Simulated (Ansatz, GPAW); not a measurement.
# Geometry or basis: what sets the conductance of hydroquinonedithiol between two Pt chains, part 2 of 5

Wanted: T(E) of hydroquinonedithiol between two Pt chains at a relaxed geometry in two programs, beside the unrelaxed structure.

GPAW 26.7.0 and Ansatz 0.2.0; Ansatz plane waves; relaxation of the junction with the lead ends held; PAW set soft_1 (the session's first sound run).

So far. Step 2 (Relaxation): The relaxation lowered the energy of the cell by 1.93 eV.

**3. Plane-wave reference (PBE)**

A plane-wave run comes first: its basis does not favour the atoms, so it serves as the reference for the orbital bases.

This step: Ansatz plane waves; Landauer transmission by layers, zero bias; PAW set soft_1 (Ansatz 0.2.0).

Contents of input.yaml:

```yaml
crystal:
  lattice:
    - [12.5374058408, 0.0, 0.0]
    - [0.0, 9.0, 0.0]
    - [0.0, 0.0, 45.0669201095]
  atoms:
    - { symbol: Pt, position: [0.5, 0.5, 0.0266270692] }
    - { symbol: Pt, position: [0.5, 0.5, 0.0798812076] }
    - { symbol: Pt, position: [0.5, 0.5, 0.133135346] }
    - { symbol: Pt, position: [0.5, 0.5, 0.1863894843] }
    - { symbol: Pt, position: [0.5, 0.5, 0.2396436227] }
    - { symbol: Pt, position: [0.5, 0.5, 0.2928977611] }
    - { symbol: Pt, position: [0.4153437305, 0.5161818646, 0.340489706] }
    - { symbol: Pt, position: [0.4784884253, 0.5053907181, 0.3914967309] }
    - { symbol: S, position: [0.4012660388, 0.5090028709, 0.4351920555] }
    - { symbol: H, position: [0.6306055032, 0.5066756093, 0.4579672787] }
    - { symbol: C, position: [0.4628128836, 0.5087112311, 0.4697337047] }
    - { symbol: C, position: [0.5727883677, 0.5074901886, 0.4760138135] }
    - { symbol: H, position: [0.2690040909, 0.5115877731, 0.4694003191] }
    - { symbol: O, position: [0.2829815666, 0.5112136646, 0.4908925063] }
    - { symbol: C, position: [0.3894628848, 0.5097766851, 0.4949131312] }
    - { symbol: C, position: [0.6103979686, 0.5074144914, 0.5049931827] }
    - { symbol: O, position: [0.7168871483, 0.5065280519, 0.5090163308] }
    - { symbol: H, position: [0.7308650328, 0.506665841, 0.530508602] }
    - { symbol: C, position: [0.4270759087, 0.5091640152, 0.5238924097] }
    - { symbol: C, position: [0.5370532165, 0.5080186654, 0.5301697961] }
    - { symbol: H, position: [0.3692444104, 0.5097080834, 0.541937558] }
    - { symbol: S, position: [0.598614853, 0.5069219638, 0.5647092145] }
    - { symbol: Pt, position: [0.5215695438, 0.504922433, 0.6084270297] }
    - { symbol: Pt, position: [0.5842177402, 0.5181587169, 0.659461638] }
    - { symbol: Pt, position: [0.5, 0.5, 0.7071022389] }
    - { symbol: Pt, position: [0.5, 0.5, 0.7603563773] }
    - { symbol: Pt, position: [0.5, 0.5, 0.8136105157] }
    - { symbol: Pt, position: [0.5, 0.5, 0.866864654] }
    - { symbol: Pt, position: [0.5, 0.5, 0.9201187924] }
    - { symbol: Pt, position: [0.5, 0.5, 0.9733729308] }
kpoints:
  mp_grid: { grid: [1, 1, 2] }
hamiltonian:
  xc: pbe
  pseudopotentials: { kind: paw, azcp: { folder: soft_1 } }
scf:
  occupations: { method: fermi_dirac, width: 0.1 }
output:
  transmission:
    leads: [[0, 1]]
    e_range: [-2, 2]
    de: 0.025
    kmesh: [1, 1]
    reduced_basis: true
  write_potential: true
  write_density: true
  volumetric_format: npy
```

Run with:

```
$ ansatz run input.yaml --threads 4 --pin off --max-ram 8192MiB --backend cpu --events-out ev --progress --plain --runs-dir out
```

Numbers of over 12 decimals in the logs are rounded to 6 here.

Log:

```text
[...]
Crystal: 30 atoms, lattice volume = 5085.200 Å³
Basis set: ecut = 420 eV, 99377 PW (Γ)
Bands: 204, of which v1, the nominal top of the filled ones, is band 170 counted from 1 (169 counted from 0)
Symmetry: 1 space group operations
[...]
k-points: 2
[...]
SCF iter   1: F=—  HF=-204874.238760 eV  |F-HF|=—  |Δ(HF+E_count)|=         —  Δρ=2.94e-2  dr2=6.02e1  ethr=3.10e-3  ⟨swp⟩=8.5  Hψ=1739  notcnv=0  defer=4
[...]
SCF iter  13: F=-204861.640988 eV  HF=-204861.640988 eV  |F-HF|=5.82e-8  |Δ(HF+E_count)|=   2.34e-7  Δρ=5.28e-7  dr2=2.58e-8  ethr=2.94e-11  ⟨swp⟩=16.5  Hψ=1348  notcnv=0
SCF 1 converged in 13 iterations: F = -204861.640988 eV  dr2 = 2.58e-8
[...]
transmission: 8 of 76 steps passed
transmission: 16 of 76 steps passed
[...]
transmission: 76 of 76 steps passed
WARN: The output density's exchange-correlation potential varies sharply where the density is thin. Do not read a vacuum level from v_tot or v_xc, or from such a field of the output density. On a cell that repeats whose density bears no net charge and no dipole along the vacuum's axis use v_es (v_loc + v_h of the components); under efield.dipole_correction with no amplitude use v_es + v_field, which holds any externa [...]
SCF converged after 13 iterations
Free energy (F): -204861.640988 eV
[...]
Internal energy: -204860.586420 eV  (E = F + TS)
E sigma→0 (E₀):  -204861.113704 eV
Entropy (-TS):   -1.054568 eV (-35.152 meV/atom)
Fermi energy:    -4.261440 eV
[...]
--- Band table (eV) ---
  k-point 0: bands = [... 166 lower, -4.5558, -4.3577, -4.3285, -4.3191, -4.2894, -4.1621, -4.1277, -4.0047, ... 30 higher]
  k-point 1: bands = [... 166 lower, -4.4634, -4.4540, -4.3557, -4.3183, -4.2989, -4.1277, -4.0896, -4.0049, ... 30 higher]
--- Transmission ---
  basis      : 983 plane waves across, 76 finite elements along
  points     : 1, standing for a mesh of 1 x 1
  filling    : by the input's occupations and mesh, since the crystals that have channels conduct as metals do. If one of these is a semiconductor, that mesh has misplaced its level
  energies   : 161 from -2.000000 to 2.000000 eV about the Fermi level, 0.025000 eV apart; the leads are filled to 0.000000 eV, and channels, transmission and decay are at 0.000000 eV
  crystal 0  : Pt1, at the sites [0, 1], period 2.4000 Å, over 28.80 Å; its Hamiltonian steps by up to 5.0 meV
    offset         : up to 0.0000 Å between an atom of the period and one for which it stands
    filled         : 6.3 meV under the level at which it is neutral
    channels       : 4.000000e0 a spin
    conductance    : 2.7467e14 S/m² at 300 K; may be off by some 0.0 % by where its bands' edges are placed, 0.0 % from the distance to neutral
  junction   : crystal 0 to crystal 0, 0.70 to 43.36 Å
    transmission   : 3.364621e-1 a spin
    conductance    : 2.4901e13 S/m² at 300 K (2.4891e13 on every other energy)
    error estimate : 0.0 % from the energy spacing and 0.0 % from band edges of the leads and from resonances (wavevectors taken as independent; lower de), 7.0 % from the steps of its leads' Hamiltonians or their offsets (lay more layers), 4.3 % from the distance to neutral
    resistance     : 3.6519e-2 Ω µm² beyond half of each lead's own
```

Elapsed: 2.3 h, on 4 threads of Arm Neoverse V1, shared host; peak memory 6.5 GiB.

Numbers from this step:

```
free energy                                             : -204861.6410 eV
lead level                                              : 0 eV from the Fermi level
transmission at the Fermi level (one spin)              : 0.3365
open channels of the lead at the Fermi level (one spin) : 4
step of the potential along the lead                    : 5 meV
offset of the lead                                      : 0 Å
filling of the lead less its bulk value, in size        : 6.3 meV
conductance                                             : 0.3626 G₀
```

One spin. The transmission, zone mean by energy, zero at the Fermi level:

energy (eV), transmission, zone mean and a bar:
```
   -2.000       0.91 ###########################
   -1.900       0.90 ###########################
   -1.800       0.88 ##########################
   -1.700       0.84 #########################
   -1.600       0.74 ######################
   -1.500       0.59 #################
   -1.400       0.44 #############
   -1.300       0.14 ####
   -1.200       0.06 ##
   -1.100       0.11 ###
   -1.050       0.15 ####
   -1.000       0.14 ####
   -0.900       0.14 ####
   -0.800       0.02 #
   -0.700       1.00 ##############################
   -0.600       1.00 ##############################
   -0.500       0.82 ########################
   -0.400       0.78 #######################
   -0.325       1.01 ##############################
   -0.300       0.99 ##############################
   -0.200       1.00 ##############################
   -0.100       0.72 #####################
    0.000       0.34 ##########
    0.100       0.19 ######
    0.200       0.15 #####
    0.300       0.18 #####
    0.400       0.40 ############
    0.475       0.99 #############################
    0.500       0.66 ###################
    0.600       0.06 ##
    0.700       0.01 
    0.800       0.00 
    0.900       0.00 
    1.000       0.00 
    1.100       0.00 
    1.200       0.00 
    1.300       0.00 
    1.400       0.00 
    1.500       0.00 
    1.600       0.00 
    1.700       0.00 
    1.800       0.00 
    1.900       0.00 
    2.000       0.00
```

One spin. The open channels, zone mean by energy, zero at the Fermi level:

| energy (eV) | open channels, zone mean |
| --- | --- |
| -2.000 | 3 |
| -1.800 | 3 |
| -1.600 | 4 |
| -1.400 | 6 |
| -1.200 | 6 |
| -1.000 | 6 |
| -0.800 | 6 |
| -0.600 | 6 |
| -0.400 | 4 |
| -0.200 | 4 |
| 0.000 | 4 |
| 0.200 | 4 |
| 0.400 | 3 |
| 0.600 | 3 |
| 0.800 | 1 |
| 1.000 | 1 |
| 1.200 | 1 |
| 1.400 | 1 |
| 1.600 | 1 |
| 1.800 | 1 |
| 2.000 | 1 |

Crystal 0, spin -, k parallel (0, 0); distinct values, listed up to 1.5 1/Å. Table of Im kz of the slowest decaying states by energy, zero at the Fermi level:

| energy (eV) | decay 1 (Å⁻¹) | decay 2 (Å⁻¹) | decay 3 (Å⁻¹) | decay 4 (Å⁻¹) |
| --- | --- | --- | --- | --- |
| -2.000 | 0.387 | 0.615 | 0.616 | 1.37 |
| -1.800 | 0.274 | 0.505 | 0.506 | 1.35 |
| -1.600 | 0.350 | 0.350 | 1.33 | 1.36 |
| -1.400 | 1.31 | 1.34 | 1.38 | 1.46 |
| -1.200 | 1.29 | 1.32 | 1.36 | 1.44 |
| -1.000 | 1.27 | 1.31 | 1.34 | 1.42 |
| -0.800 | 1.25 | 1.29 | 1.32 | 1.40 |
| -0.600 | 1.23 | 1.27 | 1.3 | 1.39 |
| -0.400 | 0.0874 | 0.0874 | 1.21 | 1.25 |
| -0.200 | 0.347 | 0.347 | 1.19 | 1.22 |
| 0.000 | 0.468 | 0.468 | 1.17 | 1.20 |
| 0.200 | 0.553 | 0.553 | 1.15 | 1.18 |
| 0.400 | 0.139 | 0.619 | 1.13 | 1.16 |
| 0.600 | 0.240 | 0.673 | 1.10 | 1.14 |
| 0.800 | 0.00798 | 0.0219 | 0.307 | 0.718 |
| 1.000 | 0.114 | 0.115 | 0.359 | 0.757 |
| 1.200 | 0.155 | 0.156 | 0.402 | 0.791 |
| 1.400 | 0.182 | 0.183 | 0.438 | 0.820 |
| 1.600 | 0.202 | 0.203 | 0.469 | 0.847 |
| 1.800 | 0.215 | 0.216 | 0.495 | 0.870 |
| 2.000 | 0.223 | 0.224 | 0.519 | 0.892 |

Crystal 0, spin -, k parallel (0, 0). The Re kz of states that move upwards by energy, zero at the Fermi level:

| energy (eV) | channel 1 (Å⁻¹) | channel 2 (Å⁻¹) | channel 3 (Å⁻¹) | channel 4 (Å⁻¹) | channel 5 (Å⁻¹) | channel 6 (Å⁻¹) |
| --- | --- | --- | --- | --- | --- | --- |
| -2.0000 | -0.642 | -0.641 | 0.726 | - | - | - |
| -1.7500 | -0.592 | -0.591 | 0.752 | - | - | - |
| -1.5000 | -0.544 | -0.543 | 0.197 | 0.779 | - | - |
| -1.2500 | -0.498 | -0.497 | 0.368 | 0.378 | 0.378 | 0.807 |
| -1.0000 | -0.452 | -0.451 | 0.483 | 0.611 | 0.611 | 0.839 |
| -0.7500 | -0.406 | -0.405 | 0.575 | 0.817 | 0.818 | 0.876 |
| -0.5000 | -0.360 | -0.359 | 0.652 | 0.922 | 1.07 | 1.07 |
| -0.2500 | -0.313 | -0.312 | 0.714 | 0.981 | - | - |
| 0.0000 | -0.264 | -0.263 | 0.765 | 1.06 | - | - |
| 0.2500 | -0.211 | -0.210 | 0.806 | 1.21 | - | - |
| 0.5000 | -0.150 | -0.149 | 0.840 | - | - | - |
| 0.7500 | -0.0586 | -0.0549 | 0.869 | - | - | - |
| 1.0000 | 0.895 | - | - | - | - | - |
| 1.2500 | 0.919 | - | - | - | - | - |
| 1.5000 | 0.941 | - | - | - | - | - |
| 1.7500 | 0.963 | - | - | - | - | - |
| 2.0000 | 0.985 | - | - | - | - | - |

The electrostatic potential energy of an electron (with the applied field's), less the Fermi level, planar mean oscillates, so the rows of the table below give means over windows of 2.25 Å about each position, cut where the curve ends. Its first 14 maxima inside the range that stand out by 2 % of the span (Å: eV): 2.4: 5.83, 4.8: 5.82, 7.2: 5.80, 9.6: 5.76, 12.0: 5.71, 14.2: 5.43, 16.5: 5.41, 18.7: 5.08, 20.4: 4.58, 21.8: 3.72, 23.2: 3.72, 24.6: 4.58, 26.3: 5.08, 28.6: 5.41. Its first 14 minima: 1.3: 4.47, 3.7: 4.46, 6.1: 4.45, 8.5: 4.41, 10.8: 4.38, 13.2: 4.28, 15.4: 4.19, 17.6: 4.03, 19.7: 4.29, 21.3: 3.53, 22.5: 3.26, 23.8: 3.53, 25.4: 4.30, 27.3: 4.04.

Electrostatic potential energy of an electron (with the applied field's), less the Fermi level, planar mean against z; means over each step:

| z (Å) | electrostatic potential energy of an electron (with the applied field's), less the Fermi level, planar mean (eV) |
| --- | --- |
| 1.12 | 5.10 |
| 3.38 | 5.10 |
| 5.62 | 5.11 |
| 7.88 | 5.10 |
| 10.12 | 5.08 |
| 12.38 | 5.03 |
| 14.62 | 4.77 |
| 16.88 | 4.73 |
| 19.12 | 4.60 |
| 21.38 | 3.83 |
| 23.62 | 3.80 |
| 25.88 | 4.61 |
| 28.12 | 4.73 |
| 30.38 | 4.78 |
| 32.62 | 5.03 |
| 34.88 | 5.07 |
| 37.12 | 5.09 |
| 39.38 | 5.10 |
| 41.62 | 5.10 |
| 43.88 | 5.08 |

The valence density, planar mean oscillates, so the rows of the table below give means over windows of 2.39 Å about each position, cut where the curve ends. Its first 14 maxima inside the range that stand out by 2 % of the span (Å: e/Å³): 1.3: 0.140, 3.7: 0.140, 6.1: 0.141, 8.5: 0.141, 10.8: 0.141, 13.2: 0.142, 15.4: 0.142, 17.6: 0.142, 22.3: 0.122, 22.8: 0.123, 27.5: 0.141, 29.7: 0.142, 31.8: 0.142, 34.2: 0.141. Its first 14 minima: 2.4: 0.0161, 4.8: 0.0161, 7.2: 0.0162, 9.6: 0.0161, 12.0: 0.0163, 14.2: 0.0220, 16.5: 0.0175, 18.7: 0.0232, 22.5: 0.117, 26.3: 0.0232, 28.6: 0.0175, 30.8: 0.0219, 33.1: 0.0163, 35.5: 0.0161.

The valence density, planar mean by z; means over each step:

z (Å), valence density, planar mean (e/Å³) and a bar from the least value:
```
     1.20      0.067 #############
     3.58      0.067 #############
     5.97      0.067 #############
     8.36      0.067 #############
    10.75      0.067 #############
    13.14      0.068 ##############
    15.53      0.068 ##############
    17.92      0.070 ##############
    20.31      0.045 ###
    22.70      0.104 ##############################
    25.09      0.038 
    27.48      0.068 ##############
    29.87      0.069 ##############
    32.26      0.067 #############
    34.65      0.067 #############
    37.04      0.067 #############
    39.43      0.067 #############
    41.82      0.067 #############
    44.21      0.079 ###################
```

The largest of the program's own error estimates on the conductance is 7 %. T at the Fermi level is 0.336 of 4 open channels a spin, without spin-orbit coupling, which is large for these atoms.

(Part 2 of 5 ends here.)

[Logs are printed without paths, hosts, clocks, repeated set-up lines and the standing remarks that a program may print on its own settings, such as how far it seeks lower states.]

[Hosts, paths, dates, database ids (printed as entryN), source tags and the programs' standing remarks are cut or masked in the printed files.]
